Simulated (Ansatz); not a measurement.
# InP: the cost of one run

Method: DFT PBE, scalar-relativistic, plane waves, PAW, in Ansatz 0.2.0.

### 1 Starting point

The structure is cubic, space group Fm-3m (No. 225). The conventional cell has a = 5.710 Å, b = 5.710 Å, c = 5.710 Å, α = 90.00°, β = 90.00°, γ = 90.00°. In (site symmetry m-3m) has 6 P at 2.86 Å in its first shell of neighbours. P (site symmetry m-3m) has 6 In at 2.85 to 2.86 Å in its first shell of neighbours.

Coordinates:

```
CELL_PARAMETERS angstrom
0.00000 8.56500 8.56500
8.56500 0.00000 8.56500
8.56500 8.56500 0.00000
ATOMIC_POSITIONS crystal
In 0.00000 0.00000 0.00000
In 0.00000 0.00000 0.33333
In 0.00000 0.00000 0.66667
In 0.00000 0.33333 0.00000
In 0.00000 0.33333 0.33333
In 0.00000 0.33333 0.66667
In 0.00000 0.66667 0.00000
In 0.00000 0.66667 0.33333
In 0.00000 0.66667 0.66667
In 0.33333 0.00000 0.00000
In 0.33333 0.00000 0.33333
In 0.33333 0.00000 0.66667
In 0.33333 0.33333 0.00000
In 0.33333 0.33333 0.33333
In 0.33333 0.33333 0.66667
In 0.33333 0.66667 0.00000
In 0.33333 0.66667 0.33333
In 0.33333 0.66667 0.66667
In 0.66667 0.00000 0.00000
In 0.66667 0.00000 0.33333
In 0.66667 0.00000 0.66667
In 0.66667 0.33333 0.00000
In 0.66667 0.33333 0.33333
In 0.66667 0.33333 0.66667
In 0.66667 0.66667 0.00000
In 0.66667 0.66667 0.33333
In 0.66667 0.66667 0.66667
P 0.16667 0.16667 0.16667
P 0.16667 0.16667 0.50000
P 0.16667 0.16667 0.83333
P 0.16667 0.50000 0.16667
P 0.16667 0.50000 0.50000
P 0.16667 0.50000 0.83333
P 0.16667 0.83333 0.16667
P 0.16667 0.83333 0.50000
P 0.16667 0.83333 0.83333
P 0.50000 0.16667 0.16667
P 0.50000 0.16667 0.50000
P 0.50000 0.16667 0.83333
P 0.50000 0.50000 0.16667
P 0.50000 0.50000 0.50000
P 0.50000 0.50000 0.83333
P 0.50000 0.83333 0.16667
P 0.50000 0.83333 0.50000
P 0.50000 0.83333 0.83333
P 0.83333 0.16667 0.16667
P 0.83333 0.16667 0.50000
P 0.83333 0.16667 0.83333
P 0.83333 0.50000 0.16667
P 0.83333 0.50000 0.50000
P 0.83333 0.50000 0.83333
P 0.83333 0.83333 0.16667
P 0.83333 0.83333 0.50000
P 0.83333 0.83333 0.83333
```

The runs take a perfect supercell of 54 atoms; the defect goes to fractional position (0.500, 0.833, 0.000).

### 2 The perfect supercell

Input file input.yaml:

```yaml
crystal:
  lattice:
    - [0.0, 8.565, 8.565]
    - [8.565, 0.0, 8.565]
    - [8.565, 8.565, 0.0]
  atoms:
    - { symbol: In, position: [0.0, 0.0, 0.0] }
    - { symbol: In, position: [0.0, 0.0, 0.333333] }
    - { symbol: In, position: [0.0, 0.0, 0.666667] }
    - { symbol: In, position: [0.0, 0.333333, 0.0] }
    - { symbol: In, position: [0.0, 0.333333, 0.333333] }
    - { symbol: In, position: [0.0, 0.333333, 0.666667] }
    - { symbol: In, position: [0.0, 0.666667, 0.0] }
    - { symbol: In, position: [0.0, 0.666667, 0.333333] }
    - { symbol: In, position: [0.0, 0.666667, 0.666667] }
    - { symbol: In, position: [0.333333, 0.0, 0.0] }
    - { symbol: In, position: [0.333333, 0.0, 0.333333] }
    - { symbol: In, position: [0.333333, 0.0, 0.666667] }
    - { symbol: In, position: [0.333333, 0.333333, 0.0] }
    - { symbol: In, position: [0.333333, 0.333333, 0.333333] }
    - { symbol: In, position: [0.333333, 0.333333, 0.666667] }
    - { symbol: In, position: [0.333333, 0.666667, 0.0] }
    - { symbol: In, position: [0.333333, 0.666667, 0.333333] }
    - { symbol: In, position: [0.333333, 0.666667, 0.666667] }
    - { symbol: In, position: [0.666667, 0.0, 0.0] }
    - { symbol: In, position: [0.666667, 0.0, 0.333333] }
    - { symbol: In, position: [0.666667, 0.0, 0.666667] }
    - { symbol: In, position: [0.666667, 0.333333, 0.0] }
    - { symbol: In, position: [0.666667, 0.333333, 0.333333] }
    - { symbol: In, position: [0.666667, 0.333333, 0.666667] }
    - { symbol: In, position: [0.666667, 0.666667, 0.0] }
    - { symbol: In, position: [0.666667, 0.666667, 0.333333] }
    - { symbol: In, position: [0.666667, 0.666667, 0.666667] }
    - { symbol: P, position: [0.166667, 0.166667, 0.166667] }
    - { symbol: P, position: [0.166667, 0.166667, 0.5] }
    - { symbol: P, position: [0.166667, 0.166667, 0.833333] }
    - { symbol: P, position: [0.166667, 0.5, 0.166667] }
    - { symbol: P, position: [0.166667, 0.5, 0.5] }
    - { symbol: P, position: [0.166667, 0.5, 0.833333] }
    - { symbol: P, position: [0.166667, 0.833333, 0.166667] }
    - { symbol: P, position: [0.166667, 0.833333, 0.5] }
    - { symbol: P, position: [0.166667, 0.833333, 0.833333] }
    - { symbol: P, position: [0.5, 0.166667, 0.166667] }
    - { symbol: P, position: [0.5, 0.166667, 0.5] }
    - { symbol: P, position: [0.5, 0.166667, 0.833333] }
    - { symbol: P, position: [0.5, 0.5, 0.166667] }
    - { symbol: P, position: [0.5, 0.5, 0.5] }
    - { symbol: P, position: [0.5, 0.5, 0.833333] }
    - { symbol: P, position: [0.5, 0.833333, 0.166667] }
    - { symbol: P, position: [0.5, 0.833333, 0.5] }
    - { symbol: P, position: [0.5, 0.833333, 0.833333] }
    - { symbol: P, position: [0.833333, 0.166667, 0.166667] }
    - { symbol: P, position: [0.833333, 0.166667, 0.5] }
    - { symbol: P, position: [0.833333, 0.166667, 0.833333] }
    - { symbol: P, position: [0.833333, 0.5, 0.166667] }
    - { symbol: P, position: [0.833333, 0.5, 0.5] }
    - { symbol: P, position: [0.833333, 0.5, 0.833333] }
    - { symbol: P, position: [0.833333, 0.833333, 0.166667] }
    - { symbol: P, position: [0.833333, 0.833333, 0.5] }
    - { symbol: P, position: [0.833333, 0.833333, 0.833333] }
basis:
  ecutwfc: 420
  fft_grid_basis: typed
kpoints:
  mp_grid: { grid: [1, 1, 1] }
hamiltonian:
  xc: pbe
  pseudopotentials: { kind: paw }
scf:
  occupations: { method: gaussian, width: 0.05 }
output:
  forces: true
  stress: false
  eigenvalues: true
  bader: false
  write_density: true
  volumetric_format: npy
```

Command:

```bash
ansatz run input.yaml --threads 8 --pin off --max-ram 16384MiB --backend cpu --events-out ev --progress --plain --runs-dir out
```

Q: Estimate wall time and peak memory on 8 threads of Intel Xeon 6975P-C (Granite Rapids), shared host.

About 3.5 s, with a peak of 1.5 GiB.
